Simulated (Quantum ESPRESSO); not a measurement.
# PbSe (Clausthalite) (Fm-3m) in Quantum ESPRESSO: notebook

Runs on PbSe (Clausthalite). Level: AM05. Tasks: single point, equation of state.

All numbers are computed with Quantum ESPRESSO 7.5; they aren't measurements. Logs are shortened: lines on timing, memory, paths and dates and some standing lists are left out, and cuts for length are marked.

## Step 1: The crystal as given

The structure is cubic, space group Fm-3m (No. 225). The conventional cell has a = 6.121 Å, b = 6.121 Å, c = 6.121 Å, α = 90.00°, β = 90.00°, γ = 90.00°. Pb (site symmetry m-3m) has 6 Se at 3.06 Å as nearest neighbours. Around Se (site symmetry m-3m) lie 6 Pb at 3.06 Å.

## Step 2: Single point, AM05, spin-orbit coupling, no magnetisation, 26.95 Å³/atom

pw.in reads:

```
&CONTROL
  calculation = 'scf'
  prefix = 'pwscf'
  outdir = './tmp'
  pseudo_dir = './pseudo'
  tprnfor = .true.
  tstress = .true.
  disk_io = 'nowf'
/
&SYSTEM
  ibrav = 0
  nat = 2
  ntyp = 2
  ecutwfc = 86
  nbnd = 44
  input_dft = 'XC-000I-000I-120L-135L-000I-000I'
  occupations = 'smearing'
  smearing = 'fd'
  degauss = 0.00367493
  noncolin = .true.
  lspinorb = .true.
/
&ELECTRONS
  conv_thr = 4d-10
  electron_maxstep = 120
  mixing_beta = 0.5
/
ATOMIC_SPECIES
Pb   207.2000 Pb.upf
Se    78.9710 Se.upf
CELL_PARAMETERS angstrom
   0.0000000000    2.9981702236    2.9981702236
   2.9981702236    0.0000000000    2.9981702236
   2.9981702236    2.9981702236    0.0000000000
ATOMIC_POSITIONS crystal
Pb     0.0000000000    0.0000000000    0.0000000000
Se     0.5000000000    0.5000000000    0.5000000000
K_POINTS automatic
6 6 6 0 0 0
```

Potentials or basis: PseudoDojo 0.4 FR PBE standard.

Launch:

```console
$ OMP_NUM_THREADS=1 pw.x -in pw.in > pw.out
```

pw.out:

```text
This program is part of the open-source Quantum ESPRESSO suite
     for quantum simulation of materials; please cite
         "P. Giannozzi et al., J. Phys.:Condens. Matter 21 395502 (2009);
         "P. Giannozzi et al., J. Phys.:Condens. Matter 29 465901 (2017);
         "P. Giannozzi et al., J. Chem. Phys. 152 154105 (2020);
     in publications or presentations arising from this work. More details at

     IMPORTANT: XC functional enforced from input :
     Exchange-correlation= XC-000I-000I-120L-135L-000I-000I
                           (   0   0 120 135   0   0   0)
     Any further DFT definition will be discarded
     Please, verify this is what you really want

     Message from routine setup:
     using ibrav=0 with symmetry is DISCOURAGED, use correct ibrav instead

     G-vector sticks info
     --------------------
     sticks:   dense  smooth     PW     G-vecs:    dense   smooth      PW
     Sum        1519    1519    433                39189    39189    5985

     Using Slab Decomposition

     bravais-lattice index     =            0
     lattice parameter (alat)  =       8.0125  a.u.
     unit-cell volume          =     363.7437 (a.u.)^3
     number of atoms/cell      =            2
     number of atomic types    =            2
     number of electrons       =        30.00
     number of Kohn-Sham states=           44
     kinetic-energy cutoff     =      86.0000  Ry
     charge density cutoff     =     344.0000  Ry
     scf convergence threshold =      4.0E-10
     mixing beta               =       0.5000
     number of iterations used =            8  plain     mixing
     Exchange-correlation= XC-000I-000I-120L-135L-000I-000I
                           (   0   0 120 135   0   0   0)
     Non magnetic calculation with spin-orbit

     celldm(1)=   8.012539  celldm(2)=   0.000000  celldm(3)=   0.000000
     celldm(4)=   0.000000  celldm(5)=   0.000000  celldm(6)=   0.000000

     crystal axes: (cart. coord. in units of alat)
               a(1) = (   0.000000   0.707107   0.707107 )
               a(2) = (   0.707107   0.000000   0.707107 )
               a(3) = (   0.707107   0.707107   0.000000 )

     reciprocal axes: (cart. coord. in units 2 pi/alat)
               b(1) = ( -0.707107  0.707107  0.707107 )
               b(2) = (  0.707107 -0.707107  0.707107 )
               b(3) = (  0.707107  0.707107 -0.707107 )

     PseudoPot. # 1 for Pb read from file:
     Pb.upf
     Pseudo is Norm-conserving + core correction, Zval = 14.0
     Generated using ONCVPSP code by D. R. Hamann
     Using radial grid of 1782 points, 10 beta functions with:
                l(1) =   0
                l(2) =   0
                l(3) =   1
[... 91 lines left out ...]
     total energy              =    -381.80687962 Ry
     estimated scf accuracy    <       0.00475887 Ry

     iteration #  3     ecut=    86.00 Ry     beta= 0.50
     Davidson diagonalization with overlap
     c_bands:  1 eigenvalues not converged
     ethr =  1.59E-05,  avg # of iterations =  6.9

     total energy              =    -381.80782387 Ry
     estimated scf accuracy    <       0.00047721 Ry

     iteration #  4     ecut=    86.00 Ry     beta= 0.50
     Davidson diagonalization with overlap
     ethr =  1.59E-06,  avg # of iterations =  5.4
[... 25 lines left out ...]
     iteration #  8     ecut=    86.00 Ry     beta= 0.50
     Davidson diagonalization with overlap
     ethr =  1.20E-11,  avg # of iterations =  2.0

     End of self-consistent calculation

          k = 0.0000 0.0000 0.0000 (  4909 PWs)   bands (ev):

   -37.4524 -37.4524 -37.4524 -37.4524 -36.5609 -36.5609 -36.5609 -36.5609
   -36.5596 -36.5596  -7.7385  -7.7385  -7.7385  -7.7385  -5.1934  -5.1934
    -5.1934  -5.1934  -5.1931  -5.1931  -3.7450  -3.7450   4.2650   4.2650
     7.7543   7.7543   8.4484   8.4484   8.4484   8.4484  13.5868  13.5868
    16.0096  16.0096  16.0096  16.0096  16.8221  16.8221  16.8221  16.8221
    16.9731  16.9731  18.5271  18.5271
[... 57 lines left out ...]
   -37.4524 -37.4524 -37.4524 -37.4524 -36.5609 -36.5609 -36.5608 -36.5608
   -36.5595 -36.5595  -7.7432  -7.7432  -7.7301  -7.7301  -5.2366  -5.2366
    -5.1925  -5.1925  -5.1673  -5.1673  -2.5858  -2.5858   1.7988   1.7988
     6.8919   6.8919   8.5538   8.5538   9.6647   9.6647  11.1780  11.1780
    12.4960  12.4960  14.4759  14.4759  18.1263  18.1263  18.8956  18.8956
    20.2889  20.2889  21.7338  21.7338

          k = 0.0000-0.2357 0.2357 (  4872 PWs)   bands (ev):

   -37.4524 -37.4524 -37.4524 -37.4524 -36.5609 -36.5609 -36.5608 -36.5608
   -36.5595 -36.5595  -7.7405  -7.7405  -7.7330  -7.7330  -5.2132  -5.2132
    -5.1945  -5.1945  -5.1766  -5.1766  -3.1609  -3.1609   2.7109   2.7109
     7.2800   7.2800   8.7712   8.7712   9.8149   9.8149  11.3869  11.3869
    12.8925  12.8925  14.6776  14.6776  17.4051  17.4051  17.5974  17.5974
    19.4550  19.4550  20.2245  20.2245
[... 21 lines left out ...]
   -37.4524 -37.4524 -37.4524 -37.4524 -36.5609 -36.5609 -36.5608 -36.5608
   -36.5595 -36.5595  -7.7495  -7.7495  -7.7309  -7.7309  -5.2852  -5.2852
    -5.1949  -5.1949  -5.1564  -5.1564  -2.1656  -2.1656   1.9554   1.9554
     5.6096   5.6096   7.6312   7.6312   8.3742   8.3742  12.7557  12.7557
    13.8797  13.8797  15.6031  15.6031  17.2793  17.2793  19.8153  19.8153
    20.1307  20.1307  22.3085  22.3085

          k =-0.7071 0.0000 0.0000 (  4880 PWs)   bands (ev):

   -37.4524 -37.4524 -37.4523 -37.4523 -36.5608 -36.5608 -36.5608 -36.5608
   -36.5595 -36.5595  -7.7625  -7.7625  -7.7291  -7.7291  -5.3475  -5.3475
    -5.1964  -5.1964  -5.1334  -5.1334  -2.0271  -2.0271   3.0247   3.0247
     4.8506   4.8506   6.5022   6.5022   7.0074   7.0074  13.9113  13.9113
    15.2100  15.2100  16.8480  16.8480  16.8960  16.8960  21.9950  21.9950
    22.5829  22.5830  23.2376  23.2481
[... 12 lines left out ...]
   -37.4524 -37.4524 -37.4523 -37.4523 -36.5608 -36.5608 -36.5608 -36.5608
   -36.5595 -36.5595  -7.7494  -7.7494  -7.7309  -7.7309  -5.2862  -5.2862
    -5.1913  -5.1913  -5.1590  -5.1590  -2.1651  -2.1651   1.9436   1.9436
     6.1158   6.1158   6.4624   6.4624   9.4913   9.4913  11.7675  11.7675
    14.6735  14.6735  15.2643  15.2643  17.9093  17.9093  18.3555  18.3555
    21.9896  21.9896  22.1407  22.1407

          k =-0.7071 0.2357 0.0000 (  4892 PWs)   bands (ev):

   -37.4524 -37.4524 -37.4524 -37.4524 -36.5608 -36.5608 -36.5608 -36.5608
   -36.5595 -36.5595  -7.7559  -7.7559  -7.7302  -7.7302  -5.3195  -5.3195
    -5.1926  -5.1926  -5.1482  -5.1482  -2.0236  -2.0236   2.4131   2.4131
     5.2274   5.2274   6.1607   6.1607   8.5780   8.5780  13.1491  13.1491
    14.7475  14.7475  15.9998  15.9998  17.1853  17.1853  19.8661  19.8661
    22.4717  22.4717  23.2584  23.2584

     the Fermi energy is    10.3029 ev

!    total energy              =    -381.80787856 Ry
     estimated scf accuracy    <          2.6E-10 Ry
     smearing contrib. (-TS)   =      -0.00001694 Ry
     internal energy E=F+TS    =    -381.80786161 Ry

     The total energy is F=E-TS. E is the sum of the following terms:
     one-electron contribution =    -165.70337801 Ry
     hartree contribution      =      96.85443167 Ry
     xc contribution           =     -86.98960159 Ry
     ewald contribution        =    -225.96931368 Ry

     convergence has been achieved in   8 iterations

     Forces acting on atoms (cartesian axes, Ry/au):

     atom    1 type  1   force =     0.00000000    0.00000000    0.00000000
     atom    2 type  2   force =     0.00000000    0.00000000    0.00000000

     Total force =     0.000000     Total SCF correction =     0.000000

     Computing stress (Cartesian axis) and pressure

          total   stress  (Ry/bohr**3)                   (kbar)     P=       27.83
   0.00018915   0.00000000   0.00000000           27.83        0.00        0.00
   0.00000000   0.00018915   0.00000000            0.00       27.83        0.00
   0.00000000   0.00000000   0.00018915            0.00        0.00       27.83

=------------------------------------------------------------------------------=
   JOB DONE.
=------------------------------------------------------------------------------=
```

It took 2 min on 1 thread of Arm Neoverse V1, shared host; peak memory 0.25 GiB.

Results:

| Quantity | Value |
| --- | --- |
| Free energy | -5194.7608 eV |
| Pressure | 2.8 GPa |
| Band gap on the k mesh | 0.45 eV, direct |

Caveat: the potentials were made for another functional, which shifts forces and pressure.

## Step 3: Single point, AM05, spin-orbit coupling, no magnetisation, 27.52 Å³/atom

pw.in, as its differences from that of step 2:

```diff
@@ -31,5 +31,5 @@
 CELL_PARAMETERS angstrom
-   0.0000000000    2.9981702236    2.9981702236
-   2.9981702236    0.0000000000    2.9981702236
-   2.9981702236    2.9981702236    0.0000000000
+   0.0000000000    3.0192847941    3.0192847941
+   3.0192847941    0.0000000000    3.0192847941
+   3.0192847941    3.0192847941    0.0000000000
 ATOMIC_POSITIONS crystal
```

Potentials or basis: PseudoDojo 0.4 FR PBE standard.

Launch:

```console
$ OMP_NUM_THREADS=1 pw.x -in pw.in > pw.out
```

Run time: 2.1 min. Hardware: 1 thread of Arm Neoverse V1, shared host; peak memory 0.25 GiB.

It converged, with:

```
Free energy            : -5194.7763 eV
Pressure               : 1.5 GPa
Band gap on the k mesh : 0.37 eV, direct
```

Caveat: the potentials were made for another functional, which shifts forces and pressure.

## Step 4: Single point, AM05, spin-orbit coupling, no magnetisation, 28.10 Å³/atom

pw.in, as its differences from that of step 3:

```diff
@@ -31,5 +31,5 @@
 CELL_PARAMETERS angstrom
-   0.0000000000    3.0192847941    3.0192847941
-   3.0192847941    0.0000000000    3.0192847941
-   3.0192847941    3.0192847941    0.0000000000
+   0.0000000000    3.0401081059    3.0401081059
+   3.0401081059    0.0000000000    3.0401081059
+   3.0401081059    3.0401081059    0.0000000000
 ATOMIC_POSITIONS crystal
```

Launch:

```console
$ OMP_NUM_THREADS=1 pw.x -in pw.in > pw.out
```

It took 2.4 min on 1 thread of Arm Neoverse V1, shared host; peak memory 0.26 GiB.

Results (log left out):

```
Free energy            : -5194.7833 eV
Pressure               : 0.4 GPa
Band gap on the k mesh : 0.29 eV, direct
```

Caveat: the potentials were made for another functional, which shifts forces and pressure.

## Step 5: Single point, AM05, spin-orbit coupling, no magnetisation, 28.67 Å³/atom

pw.in, as its differences from that of step 4:

```diff
@@ -31,5 +31,5 @@
 CELL_PARAMETERS angstrom
-   0.0000000000    3.0401081059    3.0401081059
-   3.0401081059    0.0000000000    3.0401081059
-   3.0401081059    3.0401081059    0.0000000000
+   0.0000000000    3.0606500000    3.0606500000
+   3.0606500000    0.0000000000    3.0606500000
+   3.0606500000    3.0606500000    0.0000000000
 ATOMIC_POSITIONS crystal
```

Launch:

```console
$ OMP_NUM_THREADS=1 pw.x -in pw.in > pw.out
```

Run time: 2.7 min. Hardware: 1 thread of Arm Neoverse V1, shared host; peak memory 0.27 GiB.

The run converged. Its results:

- Free energy: -5194.7828 eV
- Pressure: -0.6 GPa
- Band gap on the k mesh: 0.22 eV, direct

Caveat: the potentials were made for another functional, which shifts forces and pressure.

## Step 6: Single point, AM05, spin-orbit coupling, no magnetisation, 29.24 Å³/atom

pw.in, as its differences from that of step 5:

```diff
@@ -31,5 +31,5 @@
 CELL_PARAMETERS angstrom
-   0.0000000000    3.0606500000    3.0606500000
-   3.0606500000    0.0000000000    3.0606500000
-   3.0606500000    3.0606500000    0.0000000000
+   0.0000000000    3.0809197960    3.0809197960
+   3.0809197960    0.0000000000    3.0809197960
+   3.0809197960    3.0809197960    0.0000000000
 ATOMIC_POSITIONS crystal
```

Potentials or basis: PseudoDojo 0.4 FR PBE standard.

Launch:

```console
$ OMP_NUM_THREADS=1 pw.x -in pw.in > pw.out
```

Wall time 2.8 min (1 thread of Arm Neoverse V1, shared host); peak memory 0.27 GiB.

Results (log left out):

- Free energy: -5194.7756 eV
- Pressure: -1.4 GPa
- Band gap on the k mesh: 0.16 eV, direct

Caveat: the potentials were made for another functional, which shifts forces and pressure.

## Step 7: Single point, AM05, spin-orbit coupling, no magnetisation, 29.82 Å³/atom

pw.in, as its differences from that of step 6:

```diff
@@ -31,5 +31,5 @@
 CELL_PARAMETERS angstrom
-   0.0000000000    3.0809197960    3.0809197960
-   3.0809197960    0.0000000000    3.0809197960
-   3.0809197960    3.0809197960    0.0000000000
+   0.0000000000    3.1009263293    3.1009263293
+   3.1009263293    0.0000000000    3.1009263293
+   3.1009263293    3.1009263293    0.0000000000
 ATOMIC_POSITIONS crystal
```

Launch:

```console
$ OMP_NUM_THREADS=1 pw.x -in pw.in > pw.out
```

It took 2.5 min on 1 thread of Arm Neoverse V1, shared host; peak memory 0.27 GiB.

It converged, with:

| Property | Result |
| --- | --- |
| Free energy | -5194.7626 eV |
| Pressure | -2.2 GPa |
| Band gap on the k mesh | 0.10 eV, direct |

Caveat: the potentials were made for another functional, which shifts forces and pressure.

## Step 8: Single point, AM05, spin-orbit coupling, no magnetisation, 30.39 Å³/atom

pw.in, as its differences from that of step 7:

```diff
@@ -31,5 +31,5 @@
 CELL_PARAMETERS angstrom
-   0.0000000000    3.1009263293    3.1009263293
-   3.1009263293    0.0000000000    3.1009263293
-   3.1009263293    3.1009263293    0.0000000000
+   0.0000000000    3.1206779849    3.1206779849
+   3.1206779849    0.0000000000    3.1206779849
+   3.1206779849    3.1206779849    0.0000000000
 ATOMIC_POSITIONS crystal
```

Launch:

```console
$ OMP_NUM_THREADS=1 pw.x -in pw.in > pw.out
```

Run time: 2.5 min. Hardware: 1 thread of Arm Neoverse V1, shared host; peak memory 0.28 GiB.

It converged, with:

```
Free energy            : -5194.7444 eV
Pressure               : -2.9 GPa
Band gap on the k mesh : 0.04 eV, direct
```

Caveat: the potentials were made for another functional, which shifts forces and pressure.

## Step 9: Equation of state, AM05, spin-orbit coupling, no magnetisation

Potentials or basis: PseudoDojo 0.4 FR PBE standard.

No new run: the results of the series are fitted here.

Results:

```yaml
Equilibrium_volume: 28.34 Å³/atom
Bulk_modulus: 49 GPa
Pressure_derivative_of_the_bulk_modulus: 5.0
```

Energy against volume, from the lowest point:
```tsv
volume (Å³/atom)	energy (meV/atom)
26.951	11.23
27.524	3.50
28.097	0.00
28.671	0.25
29.244	3.82
29.818	10.33
30.391	19.45
```

Caveat: the potentials were made for another functional, which shifts forces and pressure.
